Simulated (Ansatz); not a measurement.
# Na: the cost of one run

Program: Ansatz 0.2.0. Level of theory: DFT PBEsol, scalar-relativistic, plane waves, PAW. These are calculated values, not measurements.

3 further runs of the same task are left out: 1 for a known fault of the program, 2 set aside as unsound or not needed.

## 1. The structure to begin with

The structure is hexagonal, space group P6_3/mmc (No. 194). Conventional cell: a = 3.724 Å, b = 3.724 Å, c = 6.038 Å, α = 90.00°, β = 90.00°, γ = 120.00°. Na (site symmetry -6m2) has 12 Na at 3.71 to 3.72 Å as nearest neighbours.

As a file:

```
CELL_PARAMETERS angstrom
3.72417 0.00000 0.00000
-1.86209 3.22523 0.00000
0.00000 0.00000 6.03809
ATOMIC_POSITIONS crystal
Na 0.33333 0.66667 0.25000
Na 0.66667 0.33333 0.75000
```

It is the result of an earlier relaxation at this level (volume 36.26 Å³/atom; gap on the mesh: none (metal)).

## 2. Bulk reference on the slab's mesh

input.yaml

```yaml
crystal:
  lattice:
    - [3.7241712022, 0.0, 0.0]
    - [-1.8620856011, 6.8454848088, 0.0]
    - [1.8620856011, 1.5195546624, 2.844827233]
  atoms:
    - { symbol: Na, position: [0.0833333333, 0.75, 0.5833333333] }
    - { symbol: Na, position: [0.9166666667, 0.25, 0.4166666667] }
basis:
  ecutwfc: 420
kpoints:
  mp_grid: { grid: [10, 5, 12] }
hamiltonian:
  xc: pbesol
scf:
  occupations: { method: gaussian, width: 0.1 }
output:
  forces: true
  stress: true
  eigenvalues: true
```

On the command line:

```sh
> ansatz run input.yaml --threads 1 --pin off --max-ram 2560MiB --backend cpu --events-out ev --progress --plain --runs-dir out
```

What time and memory should one allow on 1 thread of Intel Xeon Platinum 8375C at 2.90GHz (Ice Lake), shared host?

About 8 s, with a peak of 0.54 GiB.
